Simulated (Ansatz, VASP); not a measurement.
## One calculation of Zn, two programs

INCAR

```
PREC = Accurate
ENCUT = 520
EDIFF = 1E-6
ISMEAR = 0
SIGMA = 0.1
LREAL = False
LASPH = True
NELM = 60
ALGO = Fast
ISIF = 2
LWAVE = False
LCHARG = True
GGA = PS
LELF = True
LVHAR = True
NBANDS = 19
```

KPOINTS

```
regular mesh
0
Gamma
  18 18 8
```

File POSCAR:

```
Zn
1.0
    2.5926809071      0.0000000000      0.0000000000
   -1.2963404535      2.2453275294      0.0000000000
    0.0000000000      0.0000000000      4.8950663232
Zn
2
Direct
    0.3333333333      0.6666666667      0.2500000000
    0.6666666667      0.3333333333      0.7500000000
```

Input for Ansatz:

```yaml
crystal:
  lattice:
    - [2.5926809071, 0.0, 0.0]
    - [-1.2963404535, 2.2453275294, 0.0]
    - [0.0, 0.0, 4.8950663232]
  atoms:
    - { symbol: Zn, position: [0.3333333333, 0.6666666667, 0.25] }
    - { symbol: Zn, position: [0.6666666667, 0.3333333333, 0.75] }
basis:
  ecutwfc: 420
kpoints:
  mp_grid: { grid: [18, 18, 8] }
  band_path:
    path:
      - [[0.0, 0.0, 0.0], [0.5, 0.0, 0.0], [0.33333333, 0.33333333, 0.0], [0.0, 0.0, 0.0], [0.0, 0.0, 0.5], [0.5, 0.0, 0.5], [0.33333333, 0.33333333, 0.5], [0.0, 0.0, 0.5]]
      - [[0.5, 0.0, 0.5], [0.5, 0.0, 0.0]]
      - [[0.33333333, 0.33333333, 0.5], [0.33333333, 0.33333333, 0.0]]
    npoints: 14
hamiltonian:
  xc: pbesol
scf:
  occupations: { method: gaussian, width: 0.1 }
  n_extra_bands: 6
output:
  forces: true
  stress: true
  eigenvalues: true
  populations: true
  dos: { projected: true, de: 0.02, nscf_kmesh: { grid: [27, 27, 12] } }
  bader: true
  write_density: true
  write_potential: true
  elf: true
  volumetric_format: npy
```

Alike in both runs: task single point; functional PBEsol; k mesh 18 × 18 × 8; occupations gaussian, width 0.1 eV; no spin polarisation.

```csv
,VASP,Ansatz
version,VASP 6.6.1,Ansatz 0.2.0
potentials or method,"VASP PAW PBE potentials, release 64 (Zn)","scalar-relativistic, plane waves, PAW"
plane-wave cutoff (eV),520,420
valence electrons in the cell,24,24
```

Ansatz gave:

| Quantity | Value |
| --- | --- |
| gap on the k mesh at the Fermi level (eV) | none |
| pressure (GPa) | 0.0 |
| largest component of the traceless stress (GPa) | 0.01 |

**Question.** What did VASP give for the same quantities?

**Answer.** gap on the k mesh at the Fermi level (eV): none; pressure (GPa): 0.9; largest component of the traceless stress (GPa): 0.18.

A gap of «none» marks a metal or a gap that the smearing closes.

Caveats: the PAW data sets were made with another functional, which shifts forces and pressure a little (VASP).
